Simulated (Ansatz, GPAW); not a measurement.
## Cd: programs and potentials compared

```
Cd
1.0
     3.07355    0.00000    0.00000
     1.39096    2.74079    0.00000
     1.39096    0.85392    2.60437
Cd
1
Direct
  0.00000 0.00000 0.00000
```

This isn't the form of Cd at room conditions, which is hcp.

Alike in all runs: task single point; functional PBEsol; k mesh 10 × 10 × 10; occupations gaussian, width 0.05 eV; no spin polarisation; no spin-orbit coupling. Pressure is positive in compression and, in plane waves, holds the error of the finite cutoff, which Ansatz's Pulay term estimates and takes out.

```json
{"program and potentials": "Ansatz, Ansatz PAW", "plane-wave cutoff (eV)": "420", "notes": "potentials made for PBE, which Ansatz adapts in part; 20 valence electrons an atom on average; Pulay term of +0.04 GPa included", "pressure (GPa)": "-2.18"}
{"program and potentials": "GPAW, PAW data sets generated for this functional", "plane-wave cutoff (eV)": "600", "notes": "12 valence electrons an atom on average", "pressure (GPa)": "-2.67"}
{"program and potentials": "Ansatz, all-electron LAPW, scalar-relativistic", "plane-wave cutoff (eV)": "-", "notes": "-", "pressure (GPa)": "-2.19"}
```

The pressure spans -2.67 (GPAW, PAW data sets generated for this functional) to -2.18 GPa (Ansatz, Ansatz PAW), with all-electron results at -2.19.

Differences between rows come from potentials, basis sets and numerical settings, since the functional is the same but for its coding. Runs on potential files found faulty are left out.
